Tin monoxide is used as a p-type transistor channel, and a channel must have a band gap or it cannot be switched off. In the cell used here PBE would rule it out: the computed gap is zero. For wide-gap oxides such as HfO2 and Al2O3, PBE leaves no doubt that a gap exists, but its size comes out too small. An approximation that underestimates gaps can thus do two kinds of damage, in one case by giving the wrong kind of material and in the other by giving a number that is too small; in SnO the cell may share the blame.

Binary oxides computed with Ansatz 0.2.0 (plane-wave PAW, scalar-relativistic, no spin polarisation, Gaussian smearing) at the same fixed atoms with PBE (given band gap, cutoff 420 eV) and r2SCAN (band gap and pressure, cutoff 500 eV). The dispersion correction applies to the PBE runs only. Gaps are taken on the k mesh, except for Ga2O3 (both columns) and PbO (r2SCAN), where the table holds the gap along the band path, lower than the mesh value by no more than about 0.004 eV. A mesh can miss the true band edges, so a gap read from it may be slightly too wide and an overlap slightly too small. Positive pressure means compression.

```
formula  space group  volume per atom (Å³)  shortest distance (Å)  pair at the shortest distance  valence electrons an atom  neighbours of the non-metal within 15 % of its shortest distance  dispersion    k mesh  asked k mesh  given band gap (eV)  band gap (eV)  pressure (GPa)  band gap less given band gap (eV)
    SnO       P4/nmm                 17.51                  2.241                           O-Sn                       5.00                                                                 4      D3(BJ)  12×12×10      12×12×10                0.000          0.103           -2.00                              0.103
   SnO2     P4_2/mnm                 12.58                  2.090                           O-Sn                       5.33                                                                 3        none     6×6×8         6×6×8                0.680          1.326           -7.61                              0.646
    PbO       P4/nmm                 20.32                  2.341                           O-Pb                       5.00                                                                 4      D3(BJ)     8×8×6         8×8×6                1.266          1.587           -1.39                              0.321
  Ga2O3         C2/m                 10.97                  1.859                           Ga-O                       4.80                                                                 3        none   10×10×6       10×10×6                2.008          2.648           -8.01                              0.640
    SrO        Fm-3m                 17.52                  2.597                           O-Sr                       4.00                                                                 6        none     8×8×8         8×8×8                3.326          3.806           -1.81                              0.480
   HfO2     P4_2/nmc                 11.40                  2.070                           Hf-O                       5.33                                                                 2        none     6×6×4         6×6×4                4.670          5.205           -5.80                              0.535
  Al2O3         R-3c                  8.76                  1.874                           Al-O                       4.80                                                                 4        none     6×6×6         6×6×6                5.850          6.736           -7.41                              0.886
```

In the table, the given band gap is the PBE result and the band gap is the r2SCAN result. The atoms stay where they are, so the step between the two columns is a change in the electronic description and not in the structure. r2SCAN widens the gap in every row. The plane-wave cutoff rises too, which usually moves a gap far less than a few tenths of an electronvolt, though no PBE run at the higher cutoff separates its share.

## A zero that hides a near miss

The zero for SnO deserves a second look, because a program prints zero for any overlap of bands, deep or slight. Counting the filled bands shows that the PBE bands overlap by only 0.013 eV. The true step to r2SCAN is therefore 0.116 eV and not the printed 0.103 eV. An overlap so much smaller than the change between two reasonable functionals is no evidence for a metal.

The r2SCAN bands show what kind of near miss this is. The highest filled state lies at the centre of the Brillouin zone and the lowest empty state at its edge, so the small gap is indirect. At any single point of the mesh, filled and empty states stay at least 2.2 eV apart. PBE has let two distant band edges slide just past each other in energy, and a slight error in their relative height is enough to turn a semiconductor into a metal.

SnO has the smallest step in the table and yet the worst failure. The size of the step alone is thus a poor alarm; it has to be held against the gap itself. In SnO the step exceeds the whole r2SCAN gap, and in SnO2 it is about half of it. In SrO, HfO2 and Al2O3 it is 10 to 13 %, and there the verdict "insulator" is safe.

## Why the gap comes out too small

The fundamental gap $E_g$ is the cost of taking an electron out of the crystal less the energy gained by adding one elsewhere. A band structure gives instead the distance between the lowest empty level $\varepsilon_c$ and the highest filled level $\varepsilon_v$. In exact Kohn–Sham theory, where every electron moves in the same local potential, the two are related by

$$E_g = (\varepsilon_c - \varepsilon_v) + \Delta_{xc}.$$

The term $\Delta_{xc}$ is the derivative discontinuity. It is the amount by which the exchange–correlation potential jumps when the electron number passes through an integer. PBE computes its potential from the density and its gradient, which change smoothly as an electron is added, so the jump never appears.

A second way to see the fault is self-interaction. An electron in a compact oxygen 2p orbital should not repel itself, but PBE cancels this spurious repulsion only in part. The filled oxygen levels, which form much of the valence edge in these oxides, are therefore pushed too high. An added electron in a spread-out conduction state suffers less from the same error, and the gap shrinks.

r2SCAN also uses the kinetic-energy density of the orbitals. Its potential then acts differently on different orbitals, even where they occupy the same region of space, and it can move filled and empty states apart. Theory thus expects it to recover some of the discontinuity. It remains a semilocal functional, however, and self-interaction is reduced but not removed.

The band edges do not contradict this picture, but they cannot confirm it. Measured from the mean electrostatic potential of the cell, the valence edge falls by 0.25 to 0.45 eV in the six oxides with an open PBE gap. In five of them this fall exceeds the rise of the conduction edge. Al2O3 is the exception, with a rise of 0.49 eV against a fall of 0.40 eV. The division between the edges depends on the chosen zero of energy, whereas the total opening does not. The reference is the same number in both runs and takes no account of a shift of the average exchange–correlation potential, and the fall exceeds the rise by only about 0.2 eV, so a small change of zero would alter the count.

## Why tin monoxide is the one that closes

PbO has the same structure as SnO and keeps a PBE gap of 1.27 eV (computed without spin–orbit coupling), so the layered structure alone does not close the gap. A likely chemical cause, argued here and not tested by the table, lies in the lone pair of the divalent metal. In SnO the tin 5s electrons lie close enough to the oxygen 2p levels to mix strongly with them, and the antibonding combination pushes the valence edge up. In lead the 6s electrons are bound more tightly by relativity, mix less, and leave the valence edge lower.

These two lone-pair oxides also have the smallest steps. A plausible reason, which the data do not test, is that the metal contributes to both band edges, so that a better treatment of oxygen 2p separates them less. Both are also loosely packed, and the denser cells tend to open more, but packing is not the whole story: SrO has the volume per atom of SnO and opens by 0.48 eV. Nor does the charge moved onto oxygen track the step, for it is smallest in Al2O3, where the opening is largest. SnO then combines a narrow gap with a weak correction. In a neighbouring case, a divalent oxide with a lone pair and a PBE gap near zero should raise the same suspicion.

The structure adds its own uncertainty. Tin atoms of neighbouring layers face each other across the space between the layers, and the gap of SnO is known to narrow as the layers approach; these runs do not show which edge carries the effect. The atoms were placed by PBE with a dispersion correction, and r2SCAN, run without one, finds forces of about 0.5 eV/Å on the tin atoms. The r2SCAN gap of 0.10 eV thus belongs to this geometry and should not be used as a property of the relaxed material; it is also no wider than the 0.1 eV smearing of the run. The PBE overlap belongs to this geometry as well: with the layers a little further apart PBE is expected to leave a small gap open, and no run at another spacing separates the share of the cell from that of the functional.

## How much of the error the better functional removes

For SnO2 the repair can be estimated by hand. The measured gap is roughly 3.6 eV, a recalled value. The PBE error is then $3.6 - 0.68 = 2.92$ eV, and the step to r2SCAN is $1.326 - 0.680 = 0.646$ eV. The part of the error removed is

$$\frac{0.646}{2.92} \approx 0.22,$$

or little more than a fifth. About 2.3 eV of the gap is still lacking.

The same estimate with rough recalled gaps of 0.7 eV for SnO, 4.8 eV for Ga2O3 and 8.8 eV for Al2O3 gives a similar message. r2SCAN removes about a sixth of the error in SnO, a little under a quarter in Ga2O3 and three tenths in Al2O3. These four rows do not speak for all seven: in PbO and HfO2, whose measured gaps lie closer to the r2SCAN values, the share is expected to be larger. Measured gaps also contain the effects of temperature, lattice vibration and, in optical data, the attraction between electron and hole. These typically amount to some tenths of an electronvolt, which matters for SnO but does not explain a shortfall of 2 eV. The cells also count: both columns use the PBE cells, and the negative pressures show that r2SCAN favours smaller ones, so a part of the difference from the measured gaps may come from the cell and not from the electronic description. In SnO2, Ga2O3 and Al2O3 a smaller cell is expected to widen the gap, at these pressures by some tenths of an electronvolt, so the shares above probably understate r2SCAN at its own cell; in SnO compression is expected to narrow the gap.

Al2O3 shows the trap in comparing two functionals. PBE falls only 13 % short of r2SCAN, which looks like reassuring agreement, yet both lie far below the measured gap. Two approximations that share a fault can agree with each other and still be wrong together. A large relative step is a warning, but a small one is no certificate.



## What to do with such numbers

When a program reports a zero gap, count the filled bands and look at the signed distance between the edges. If they overlap by less than a change of functional can move them, treat the material as undecided. Then repeat the calculation at the same atoms with a functional of another kind, and compare the step with the gap and not with a fixed threshold.

A constant correction cannot stand in for the better calculation. The openings range from 0.12 eV in SnO to 0.89 eV in Al2O3, and they do not simply follow the gap: SnO2 and Ga2O3 open by nearly the same amount although their PBE gaps differ threefold. The output below lists these differences and shares, worked out directly with no adjustable constant.

Where the value of the gap enters a design, the usual next step is a hybrid functional or a quasiparticle method such as GW, both of which treat exchange non-locally. For SnO the layer spacing should be settled first, because a better functional on a doubtful structure still gives a doubtful gap. For the wide-gap oxides, PBE is enough to say that they insulate, but neither column should be taken as the value of the gap.

Printed output of the fit:

```
PBE against r2SCAN at the same atoms:
    row  PBE gap with sign (eV)  opening (eV)  part of r2SCAN gap missing in PBE (%)  electrons added per oxygen
    SnO                 -0.0127        0.1157                                  112.3                      0.0628
   SnO2                    0.68         0.646                                  48.72                      0.0635
    PbO                   1.266         0.321                                  20.23                      0.0604
  Ga2O3                   2.008          0.64                                  24.17                      0.0603
    SrO                   3.326          0.48                                  12.61                      0.0455
   HfO2                    4.67         0.535                                  10.28                      0.0446
  Al2O3                    5.85         0.886                                  13.15                      0.0279
smallest fall of the valence edge in the six rows with listed edges (eV): 0.2528
largest fall of the valence edge in these rows (eV): 0.4515
fall of the valence edge in Al2O3 (eV): 0.3975
rise of the conduction edge in Al2O3 (eV): 0.4874
fall of the valence edge in PbO (eV): 0.2528
rise of the conduction edge in PbO (eV): 0.07204
rank correlation of opening with signed PBE gap: 0.5357
direct r2SCAN gap of SnO (eV): 2.198
SnO rough part of the PBE gap error closed by r2SCAN (%): 16.23
SnO2 rough part of the PBE gap error closed by r2SCAN (%): 22.12
Ga2O3 rough part of the PBE gap error closed by r2SCAN (%): 22.92
Al2O3 rough part of the PBE gap error closed by r2SCAN (%): 30.03
SnO2 rough gap still missing in r2SCAN (eV): 2.274
Al2O3 rough gap still missing in r2SCAN (eV): 2.064
most negative r2SCAN pressure (GPa): -8.01
least negative r2SCAN pressure (GPa): -1.39
```
